A ladder of theory suggests steady progress: each rung from LDA through GGA and meta-GGA to a hybrid adds an ingredient, so the computed pressure of one fixed crystal should move in one direction and settle. For strontium oxide it does not. It climbs from LDA to PBE, drops back part of the way for PBEsol and r2SCAN, and on the top rung returns almost to where it began.

Non-magnetic plane-wave DFT calculations of SrO (Fm-3m, 16.90 Å³/atom) with ABINIT, VASP, ABACUS and Ansatz, all for the same unrelaxed cell and a static lattice. The basis column gives the plane-wave cutoff. Pressure is positive in compression, and the Ansatz values are without the Pulay correction.

| method | rung | program | potentials | basis | spin orbit | k mesh | smearing | pressure (GPa) |
| --- | --- | --- | --- | --- | --- | --- | --- | --- |
| LDA | LDA | ABINIT | JTH PAW LDA v2.0 | 626 eV | no | 7x7x7 2-atom cell | Fermi-Dirac 0.05eV | -4.100 |
| LDA | LDA | VASP | VASP PAW LDA potentials, hard | 900 eV | yes | 7x7x7 2-atom cell | gaussian 0.01eV | -3.380 |
| PBE | GGA | ABACUS | PseudoDojo NC SR 0.4.1 PBE standard | 1143 eV | no | 9x9x9 2-atom cell | Fermi-Dirac 0.05eV | 3.100 |
| PBE | GGA | VASP | VASP PAW PBE potentials, minimal | 500 eV | no | 9x9x9 2-atom cell | gaussian 0.05eV | 3.860 |
| PBE | GGA | Ansatz | Ansatz PAW | 500 eV | no | 9x9x9 2-atom cell | Fermi-Dirac 0.05eV | 3.320 |
| PBEsol | GGA | VASP | VASP PAW PBE potentials, gw, light | 550 eV | no | 9x9x9 2-atom cell | gaussian 0.1eV | -0.520 |
| r2SCAN | meta-GGA | ABINIT | JTH PAW PBE v2.0 | 762 eV | no | 5x5x5 2-atom cell | Fermi-Dirac 0.05eV | 1.080 |
| HSE06-D3(BJ) | hybrid | Ansatz | Ansatz PAW | 420 eV | no | 5x5x5 2-atom cell | gaussian 0.05eV | -2.710 |

**What the pressure tells.** Every row has the same cell, so the pressure shows where each method would like the crystal to be. A positive value means that the crystal pushes outward and would expand if released; a negative value means that it would shrink. A spring clamped in a frame of fixed length behaves the same way, pushing or pulling according to its own rest length. The comparison ends there, because a spring has a single force law, while in the crystal a strong pull and a strong push nearly cancel. A modest error in either one therefore stands out clearly in the pressure.

**The two LDA rows.** The pull in SrO is the electrostatic attraction between Sr²⁺ and O²⁻, which changes little from one functional to the next because the ions keep nearly the same charges. The push comes from their filled electron shells, which resist overlap. LDA treats the electrons at each point as if they belonged to a uniform gas of the local density. This is a poor description of the steep outer tails of ions, and it makes the overlap of the tails cost too little energy. The pull then wins, and both LDA pressures are negative, at −4.10 and −3.38 GPa.

**The three PBE rows.** PBE also looks at how steeply the density varies and lowers the exchange energy of regions where it falls off fast. Separated ions have plenty of such regions. When two ions approach, their tails merge, the density between them becomes flatter, and part of that energy gain is lost. Approach has become more expensive, so the crystal pushes outward in all three programs. This argument needs only closed shells that overlap, and nothing special to strontium.

The PBE rows also supply a yardstick. They share the functional and the k mesh but differ in program and potentials, and one has a much higher cutoff. They spread over 0.76 GPa. Within VASP, the step from LDA to PBE is 7.24 GPa, more than nine times as large, so the change of sign belongs to the functionals. The two LDA rows differ by about as much as the PBE rows do. Their difference is therefore no measure of spin-orbit coupling, although only one of them includes it.

**From pressure to length.** A simple elastic estimate shows what such pressures mean for the lattice. The relative change of volume on release is roughly the pressure divided by the bulk modulus, and the change of the edge is a third of that. With a rough, recalled bulk modulus of 90 GPa, PBE in VASP gives 3.86/(3 × 90) ≈ 0.014, an expansion of 1.4 %. The printed analysis after this text applies the same step, with no fitted constant, to every row.

The estimate gives the size of the change, but its second digit is uncertain. A solid stiffens as it is compressed, and the functionals do not agree on its stiffness, whereas the estimate uses one modulus throughout. For LDA in VASP it gives a contraction of about 1.3 %, so the two preferred edges lie nearly 3 % apart. In a model of an oxide film, a cell relaxed with one functional and then used with the other would carry this difference as a false strain.

**PBEsol.** This functional is also a GGA, but its exchange responds to density gradients only about half as strongly as that of PBE. By the argument above, the penalty for overlap should then lie between those of LDA and PBE, and so it does. In VASP, PBEsol covers about 40 % of the way from LDA to PBE. That share is approximate, since the potentials change along with the functional and the LDA run includes spin-orbit coupling. The pressure itself, −0.52 GPa, is smaller than the spread of the PBE rows, so its sign is not secure.

The drop from PBE to PBEsol thus happens within a single rung. A rung names the ingredients that a functional uses, not how strongly it uses them. For the pressure of SrO, the strength of the gradient term matters more than its mere presence.

**r2SCAN.** The meta-GGA adds the kinetic-energy density of the electrons, which helps it to distinguish overlapping closed shells from a covalent bond or a metal. It can therefore treat the overlap of ions differently from other regions with a similar gradient. Theory explains why the result may differ from both GGAs, but not in advance where it will fall. Here it lies 1.6 GPa above PBEsol and 2.0 GPa below the lowest PBE row. Both distances exceed the PBE spread, though this run uses a coarser k mesh and potentials made for PBE.

PBEsol and r2SCAN come closest to zero pressure, but this is no certificate of accuracy. It means that the chosen cell happens to lie near their own equilibrium volumes. A slightly larger or smaller cell would shift all the pressures and could bring a different method closest to zero.

**HSE06-D3(BJ).** The top rung breaks the expected order most visibly. Its pressure is −2.71 GPa, which is 6.0 GPa below PBE in the same program and close to LDA. Two parts of the theory have changed at once: part of the exchange is now computed exactly, and a dispersion correction adds an attraction between pairs of atoms. Such an attraction grows as atoms approach, so it pulls the crystal inward.

D3 is known to overdo this pull in ionic solids. It derives the metal's coefficient from neutral atoms and molecules, although Sr²⁺ has lost its two loosely held outer electrons and is much harder to polarise. This probably accounts for a good part of the fall, but the share due to exact exchange remains untested. The modest plane-wave cutoff also adds a small false pull. Correcting for it raises the pressure only to about −2.4 GPa. The k mesh is coarser than for PBE as well, and no convergence test is given for it.

The electron bands of the same runs show why one row can look advanced and LDA-like at once. From PBE to HSE06-D3(BJ), the gap at the centre of the Brillouin zone widens by 1.5 eV, as exact exchange is expected to make it do. The dispersion correction depends only on the positions of the atoms: it adds to the energy and the pressure but leaves the bands of a given crystal untouched. The gap therefore reflects the hybrid alone, while the pressure reflects the hybrid and its added attraction together.

Numerical output:

```
Spread of the three PBE rows, GPa: 0.76
Difference of the two LDA rows, GPa: 0.72
VASP, PBE minus LDA, GPa: 7.24
VASP, PBE minus LDA over the PBE spread, ratio: 9.526
VASP, PBEsol minus LDA, GPa: 2.86
VASP, PBEsol's part of the way from LDA to PBE, fraction: 0.395
ABINIT, r2SCAN minus LDA, GPa: 5.18
r2SCAN minus PBEsol, GPa: 1.6
Lowest PBE row minus r2SCAN, GPa: 2.02
Ansatz, HSE06-D3(BJ) minus PBE, GPa: -6.03
HSE06-D3(BJ) minus LDA in VASP, GPa: 0.67
HSE06-D3(BJ) pressure with the Pulay correction added, GPa: -2.445
ABINIT, gap at Gamma, r2SCAN minus LDA, eV: 0.862
Ansatz, gap at Gamma, HSE06-D3(BJ) minus PBE, eV: 1.489
Estimated change of the cell edge on relaxing to zero pressure:
           row  pressure_GPa  edge_change_percent
           LDA          -4.1               -1.519
           LDA         -3.38               -1.252
           PBE           3.1                1.148
           PBE          3.86                 1.43
           PBE          3.32                 1.23
        PBEsol         -0.52              -0.1926
        r2SCAN          1.08                  0.4
  HSE06-D3(BJ)         -2.71               -1.004
```
